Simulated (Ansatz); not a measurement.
ZrO2:
```
ZrO2
1.0
    0.00000     2.53483     2.53483
    2.53483     0.00000     2.53483
    2.53483     2.53483     0.00000
Zr O
1 2
Direct
  0.00000   0.00000   0.00000
  0.25000   0.25000   0.25000
  0.75000   0.75000   0.75000
```

Relaxed with HSE06. Special points in fractions of this cell's reciprocal vectors: Γ (0.000, 0.000, 0.000); X (0.500, 0.000, 0.500); U (0.625, 0.250, 0.625); K (0.375, 0.375, 0.750); L (0.500, 0.500, 0.500); W (0.500, 0.250, 0.750).

Problem. List the band energies nearest the valence-band maximum at these points for plane-wave PAW HSE06 (Ansatz code).

Solution. In eV from the valence-band maximum; about four levels below and three above (degenerate sets whole), none deeper than 8.9 eV; points with the same levels are listed once.

```json
[
 {"k": "Γ", "below": "-5.73 -5.73 -5.73 -0.59 -0.59 -0.59", "above": "5.02 5.02 8.21"},
 {"k": "X", "below": "-3.47 -3.47 -1.62 -1.62 0.00", "above": "5.42 6.60 7.62"},
 {"k": "U", "below": "-3.36 -2.39 -1.31 -0.36", "above": "5.68 6.57 7.97"},
 {"k": "L", "below": "-2.76 -2.73 -1.82 -1.82", "above": "5.72 5.72 7.90"},
 {"k": "W", "below": "-2.61 -2.61 -1.47 -0.22", "above": "6.13 6.40 8.08 8.08"}
]
```

Space group Fm-3m (fluorite). This is a known high-temperature phase of the composition, computed here at zero pressure and temperature. The cell was relaxed with HSE06 under the symmetry of its start; its stability against distortions is not shown here. No spin polarisation was allowed. The hybrid was solved on a coarse mesh, the path and, where they were found, the r²SCAN edge points; its band edges are the extreme levels among these. Scalar-relativistic: spin–orbit coupling is off unless named, which matters more the heavier the elements.

Potentials: the later of the program's two PAW sets.
